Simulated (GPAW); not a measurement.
# HfN (Fm-3m) in GPAW: notebook

One crystal, HfN, is run at these levels: r2SCAN, PBE+U; tasks: single point.

All numbers are computed with GPAW 26.7.0; they aren't measurements. Logs are shortened: lines on timing, memory, paths and dates and some standing lists are left out, and cuts for length are marked. The log counts tension as positive stress, the text compression.

### 1 Starting point

It takes space group Fm-3m (No. 225, cubic). The conventional cell has a = 4.512 Å, b = 4.512 Å, c = 4.512 Å, α = 90.00°, β = 90.00°, γ = 90.00°. Hf (site symmetry m-3m) is surrounded by 6 N at 2.26 Å. N (site symmetry m-3m) is surrounded by 6 Hf at 2.26 Å.

### 2 Single point, r2SCAN

Contents of run.py:

```python
from ase import Atoms
from ase.dft.bandgap import bandgap
from ase.io import write
from ase.units import GPa
from gpaw import GPAW, PW

atoms = Atoms(['Hf', 'N'],
              cell=[[0.0, 2.256, 2.256],
                    [2.256, 0.0, 2.256],
                    [2.256, 2.256, 0.0]],
              scaled_positions=[[0.0, 0.0, 0.0],
                                [0.5, 0.5, 0.5]],
              pbc=True)

calc = GPAW(mode=PW(650),
            xc='MGGA_X_R2SCAN+MGGA_C_R2SCAN',
            kpts={'size': (8, 8, 8), 'gamma': True},
            occupations={'name': 'fermi-dirac', 'width': 0.05},
            nbands=19,
            maxiter=120,
            txt='gpaw.txt')
atoms.calc = calc
energy = atoms.get_potential_energy()
forces = atoms.get_forces()
stress = atoms.get_stress()
calc.write('gs.gpw')
write('result.traj', atoms)
print(f'Energy: {energy:.6f} eV')
print('Forces (eV/A):')
print(forces.round(4))
print('Stress (GPa):', (stress / GPa).round(3))
print('Fermi level:', round(calc.get_fermi_level(), 4), 'eV')
print(f'Gap: {bandgap(calc)[0]:.4f} eV, direct: {bandgap(calc, direct=True)[0]:.4f} eV')
```

Potentials or basis: GPAW PAW data sets (gpaw-data 1.2.1), pw.

Started as:

```console
OMP_NUM_THREADS=1 python run.py
```

gpaw.txt:

```text
__  _  _
 | _ |_)|_||  |
 |__||  | ||/\| - 26.7.0

Input parameters:
  mode=PW(ecut=650.0),
  kpts=MonkhorstPack(size=(8, 8, 8), gamma=True),
  maxiter=120,
  nbands=19,
  occupations=Occupations(name='fermi-dirac', width=0.05),
  xc=XC(name='MGGA_X_R2SCAN+MGGA_C_R2SCAN')

Diagonalizing LCAO Hamiltonian
Converting LCAO to pw mode

              N

       Hf

Atoms  # Å, Bohr magnetons
|   | symbol |        x |        y |        z |    initial magnetic moments |
|---|--------|----------|----------|----------|-----------------------------|
| 0 |     Hf | 0.000000 | 0.000000 | 0.000000 | ( 0.0000,  0.0000,  0.0000) |
| 1 |      N | 2.256000 | 2.256000 | 2.256000 | ( 0.0000,  0.0000,  0.0000) |

Unit cell  # Å
| periodic |        x |        y |        z |  lengths |    angles |
|----------|----------|----------|----------|----------|-----------|
|      yes | 0.000000 | 2.256000 | 2.256000 | 3.190466 | 60.000000 |
|      yes | 2.256000 | 0.000000 | 2.256000 | 3.190466 | 60.000000 |
|      yes | 2.256000 | 2.256000 | 0.000000 | 3.190466 | 60.000000 |

Number of symmetries: 48
Symmetry operations  # r_c * U_cc + t_c -> r_c
|    | kind |            matrix            |
|----|------|------------------------------|
|  0 |  σ   |  1, 0, 0,  1, 0,-1,  1,-1, 0 |
|  1 |  C2  |  1, 0, 0,  1,-1, 0,  1, 0,-1 |
|  2 |  E   |  1, 0, 0,  0, 1, 0,  0, 0, 1 |
|  3 |  σ   |  1, 0, 0,  0, 0, 1,  0, 1, 0 |
|  4 |  C4  |  1, 0,-1,  1, 0, 0,  1,-1, 0 |
|  5 |  S6  |  1, 0,-1,  1,-1, 0,  1, 0, 0 |
|  6 |  σ   |  1, 0,-1,  0, 1,-1,  0, 0,-1 |
|  7 |  C3  |  1, 0,-1,  0, 0,-1,  0, 1,-1 |
|  8 |  S6  |  1,-1, 0,  1, 0, 0,  1, 0,-1 |
|  9 |  C4  |  1,-1, 0,  1, 0,-1,  1, 0, 0 |
| 10 |  C3  |  1,-1, 0,  0,-1, 1,  0,-1, 0 |
| 11 |  σ   |  1,-1, 0,  0,-1, 0,  0,-1, 1 |
| 12 |  σ   |  0, 1, 0,  1, 0, 0,  0, 0, 1 |
| 13 |  C4  |  0, 1, 0,  0, 1,-1, -1, 1, 0 |
| 14 |  C3  |  0, 1, 0,  0, 0, 1,  1, 0, 0 |
| 15 |  S6  |  0, 1, 0, -1, 1, 0,  0, 1,-1 |
| 16 |  C2  |  0, 1,-1,  1, 0,-1,  0, 0,-1 |
| 17 |  σ   |  0, 1,-1,  0, 1, 0, -1, 1, 0 |
| 18 |  S4  |  0, 1,-1,  0, 0,-1,  1, 0,-1 |
| 19 |  C4  |  0, 1,-1, -1, 1, 0,  0, 1, 0 |
| 20 |  C3  |  0, 0, 1,  1, 0, 0,  0, 1, 0 |
| 21 |  σ   |  0, 0, 1,  0, 1, 0,  1, 0, 0 |
| 22 |  S6  |  0, 0, 1,  0,-1, 1, -1, 0, 1 |
| 23 |  C4  |  0, 0, 1, -1, 0, 1,  0,-1, 1 |
| 24 |  S4  |  0, 0,-1,  1, 0,-1,  0, 1,-1 |
| 25 |  C3  |  0, 0,-1,  0, 1,-1,  1, 0,-1 |
| 26 |  C2  |  0, 0,-1,  0,-1, 0, -1, 0, 0 |
| 27 |  S6  |  0, 0,-1, -1, 0, 0,  0,-1, 0 |
| 28 |  S4  |  0,-1, 1,  1,-1, 0,  0,-1, 0 |
| 29 |  C4  |  0,-1, 1,  0, 0, 1, -1, 0, 1 |
| 30 |  C2  |  0,-1, 1,  0,-1, 0,  1,-1, 0 |
| 31 |  σ   |  0,-1, 1, -1, 0, 1,  0, 0, 1 |
| 32 |  C3  |  0,-1, 0,  1,-1, 0,  0,-1, 1 |
| 33 |  S6  |  0,-1, 0,  0, 0,-1, -1, 0, 0 |
| 34 |  S4  |  0,-1, 0,  0,-1, 1,  1,-1, 0 |
| 35 |  C2  |  0,-1, 0, -1, 0, 0,  0, 0,-1 |
| 36 |  C2  | -1, 1, 0,  0, 1, 0,  0, 1,-1 |
| 37 |  S6  | -1, 1, 0,  0, 1,-1,  0, 1, 0 |
| 38 |  S4  | -1, 1, 0, -1, 0, 1, -1, 0, 0 |
| 39 |  C3  | -1, 1, 0, -1, 0, 0, -1, 0, 1 |
| 40 |  S6  | -1, 0, 1,  0, 0, 1,  0,-1, 1 |
| 41 |  C2  | -1, 0, 1,  0,-1, 1,  0, 0, 1 |
| 42 |  C3  | -1, 0, 1, -1, 1, 0, -1, 0, 0 |
| 43 |  S4  | -1, 0, 1, -1, 0, 0, -1, 1, 0 |
| 44 |  C2  | -1, 0, 0,  0, 0,-1,  0,-1, 0 |
| 45 |  i   | -1, 0, 0,  0,-1, 0,  0, 0,-1 |
| 46 |  σ   | -1, 0, 0, -1, 1, 0, -1, 0, 1 |
| 47 |  C2  | -1, 0, 0, -1, 0, 1, -1, 1, 0 |

BZ-sampling:
  Number of BZ points: 512
  Number of IBZ points: 29

  Monkhorst-Pack size: [8, 8, 8]
  Monkhorst-Pack shift: [0.0625, 0.0625, 0.0625]

K-points  # in reciprocal-cell coordinates
|     |                                coordinates |     weight |
|-----|--------------------------------------------|------------|
|   0 | (  0.00000000,   0.00000000,   0.00000000) | 0.00195312 |
|   1 | (  0.12500000,   0.12500000,   0.00000000) | 0.01171875 |
|   2 | (  0.12500000,   0.12500000,   0.12500000) | 0.01562500 |
|   3 | (  0.25000000,   0.12500000,   0.12500000) | 0.02343750 |
|   4 | (  0.25000000,   0.25000000,   0.00000000) | 0.01171875 |
|   5 | (  0.25000000,   0.25000000,   0.12500000) | 0.04687500 |
|   6 | (  0.25000000,   0.25000000,   0.25000000) | 0.01562500 |
|   7 | (  0.37500000,   0.25000000,  -0.37500000) | 0.04687500 |
|   8 | (  0.37500000,   0.25000000,   0.12500000) | 0.04687500 |
|   9 | (  0.37500000,   0.25000000,   0.25000000) | 0.04687500 |
| ... |                                            |            |
|  28 | (  0.50000000,   0.50000000,   0.50000000) | 0.00781250 |

Plane wave coefficients: 887
Cutoff: 650.0 eV

Spin-components: 1 (collinear spins)
Bands:           19
Projectors:      11
Spin-degeneracy: 2
Datatype:        complex128

Parallelization:
  kpt:    1
  domain: 1
  band:   1

Density:
  Valence electrons: 17.0
  Components: 1
  Grid points: [20 20 20]
  Charge: 0.0  # |e|

Potential:
  Grid points: [20 20 20]

species:
  Hf:
    name:    Hafnium
    Z:       72.0
    valence: 12
    core:    60
    charge:  0.0  # [|e|]
    compensation charges:
      type: gauss
      rc: 0.41  # [Å]
      lmax: 2
    cutoffs:
      filter: 2.36  # [Å]
      core: 4.02  # [Å]
    projectors
    | kind |    occ | energy [eV] | rcut [Å] |
    |------|--------|-------------|----------|
    |   5s |  2.000 |     -66.831 |    1.397 |
    |   6s |  2.000 |      -5.097 |    1.397 |
    |   5p |  6.000 |     -35.599 |    1.307 |
    |   6p |  0.000 |      -1.401 |    1.307 |
    |   5d |  2.000 |      -2.699 |    1.334 |
    |    d |        |      24.513 |    1.334 |

    Using partial waves for Hf as LCAO basis

  N:
    name:    Nitrogen
    Z:       7.0
    valence: 5
    core:    2
    charge:  0.0  # [|e|]
    compensation charges:
      type: gauss
      rc: 0.18  # [Å]
      lmax: 2
    cutoffs:
      filter: 1.11  # [Å]
      core: 0.96  # [Å]
    projectors
    | kind |    occ | energy [eV] | rcut [Å] |
    |------|--------|-------------|----------|
    |   2s |  2.000 |     -18.583 |    0.603 |
    |   2p |  3.000 |      -7.089 |    0.529 |
    |    s |        |       8.629 |    0.603 |
    |    p |        |      20.123 |    0.529 |
    |    d |        |       0.000 |    0.577 |

    Using partial waves for N as LCAO basis

Reference energy: -411367.836780  # eV

eigensolver:
  PPCG
  Converge bands: occupied
  niter=2

density mixing:
  MSR1-Mixer
  Pratt-step length: 0.05
  Maximum mixing coefficient: 0.75
  Old densities: 10
  SVD Regularization: 0.005
  Good broyden scale: 1.0
  Trust region scale: 1.0
  Backstep threshold: 4.0
  History deletion threshold: 6.0
  Fourier metric: weight=20.0, sigma=0.015

occupation numbers:
  Fermi-Dirac:
    width: 0.0500  # eV

poisson solver:
  ecut: 5200.0  # eV

xc functional:
  name: MGGA_X_R2SCAN+MGGA_C_R2SCAN with 2 nearest neighbor stencil

convergence criteria:
- Maximum [total energy] change in last 3 cyles: 0.0005 eV / valence electron
- Maximum integral of absolute [dens]ity change: 0.0001 electrons / valence electron
- Maximum integral of absolute [eigenst]ate change: 4e-08 eV^2 / valence electron
maximum number of iterations: 120

SCF iterations
|iter     | |      energy | eigst |  dens |
|---------|-|-------------|-------|-------|
|iter:   1| |  -38.505875 | +0.02 |       |
|iter:   2| |  -34.249947 | -1.59 | -0.90 |
|iter:   3| |  -33.215126 | -1.25 | -0.96 |
|iter:   4| |  -33.269190 | -2.44 | -1.58 |
|iter:   5| |  -33.287388 | -2.97 | -1.80 |
|iter:   6| |  -33.287391 | -4.55 | -2.86 |
|iter:   7| |  -33.287439c| -5.60 | -3.26 |
|iter:   8| |  -33.287440c| -6.59 | -3.90 |
|iter:   9| |  -33.287440c| -8.16c| -4.71c|

Converged in 9 steps
Energy contributions relative to reference atoms: (reference = -411367.836780)

Energy contributions:
  Kinetic:          30.604787
  Coulomb:         -29.529397
  Zero:             -0.413832
  External:          0.000000
  Xc:              -33.945819
  Entropy:          -0.006359
  Spinorbit:         0.000000
  ----------------------------
  Free energy:     -33.290620
  Extrapolated:    -33.287440

dipole moment: (-16.277525, -16.277525, -16.277525)  # |e|*Ang

Fermi level: 14.118
Eigenvalues  # (at kpt = [0.000, 0.000, 0.000])
| band index |      eig [eV] | occ [0-2] |
|------------|---------------|-----------|
|          0 |       -50.584 |     2.000 |
|        ... |               |           |
|          3 |       -18.485 |     2.000 |
|          4 |        -4.574 |     2.000 |
|          5 |        10.723 |     2.000 |
|          6 |        10.723 |     2.000 |
|          7 |        10.723 |     2.000 |
|          8 |        13.762 |     1.998 |
[... 8 lines left out ...]
|         17 |        39.072 |     0.000 |
|         18 |        41.765 |     0.000 |

No gap
No difference between direct/indirect transitions

Forces  # eV/Ang
|       x |       y |        z |
|---------|---------|----------|
| 0.00000 | 0.00000 | -0.00000 |  # Hf   0
| 0.00000 | 0.00000 | -0.00000 |  # N    1

Stress tensor  # eV/Ang^3
|         x |         y |         z |
|-----------|-----------|-----------|
| -0.003356 |  0.000000 |  0.000000 |
|  0.000000 | -0.003356 |  0.000000 |
|  0.000000 |  0.000000 | -0.003356 |

# Writing to gs.gpw (mode='')
```

Run time: 20 s. Hardware: 1 thread of Arm Neoverse V2, shared host; peak memory 0.27 GiB.

What came out:

```
Free energy            : -33.2906 eV
Pressure               : 0.5 GPa
Band gap on the k mesh : none (metal or under the smearing width)
```

Caveat: the cutoff is short for stress and forces, so pressures can be off by a GPa or more; the PAW data sets were made with another functional, which shifts forces and pressure a little.

### 3 Single point, PBE+U

Contents of run.py:

```python
from ase.dft.bandgap import bandgap
from ase.io import write
from ase.spacegroup import crystal
from ase.units import GPa
from gpaw import GPAW, PW

# Hf 4a
# N 4b
atoms = crystal(['Hf', 'N'],
                basis=[[0.0, 0.0, 0.0],
                       [0.5, 0.0, 0.0]],
                spacegroup=225, setting=1,  # Fm-3m
                cellpar=[4.512, 4.512, 4.512, 90.0, 90.0, 90.0],
                primitive_cell=True)

calc = GPAW(mode=PW(600),
            xc='PBE',
            kpts={'size': (8, 8, 8), 'gamma': True},
            occupations={'name': 'fermi-dirac', 'width': 0.05},
            setups={'Hf': ':d,3.5'},
            nbands=19,
            maxiter=120,
            txt='gpaw.txt')
atoms.calc = calc
energy = atoms.get_potential_energy()
forces = atoms.get_forces()
stress = atoms.get_stress()
calc.write('gs.gpw')
write('result.traj', atoms)
print(f'Energy: {energy:.6f} eV')
print('Forces (eV/A):')
print(forces.round(4))
print('Stress (GPa):', (stress / GPa).round(3))
print('Fermi level:', round(calc.get_fermi_level(), 4), 'eV')
print(f'Gap: {bandgap(calc)[0]:.4f} eV, direct: {bandgap(calc, direct=True)[0]:.4f} eV')
```

Potentials or basis: GPAW PAW data sets (gpaw-data 1.2.1), pw.

Started as:

```console
OMP_NUM_THREADS=1 python run.py
```

Wall time 7.8 s (1 thread of Arm Neoverse V2, shared host); peak memory 0.15 GiB.

Results (log left out):

```yaml
Free_energy: -15.9671 eV
Pressure: 15.2 GPa
Band_gap_on_the_k_mesh: none (metal or under the smearing width)
```

Levels at points of the mesh, in eV from the Fermi level:
```tsv
k point	band 7	band 8	band 9	band 10	band 11	band 12
(0.00, 0.00, 0.00)	-3.44	-3.44	-0.15	-0.15	-0.15	1.19
(0.50, 0.50, 0.00)	-4.19	-4.19	-3.82	4.52	5.51	6.05
(0.50, 0.50, 0.50)	-6.38	-6.38	3.36	3.69	4.09	4.09
```

Caveat: the cutoff is short for stress and forces, so pressures can be off by a GPa or more; U without spin polarisation on a metal has little footing.
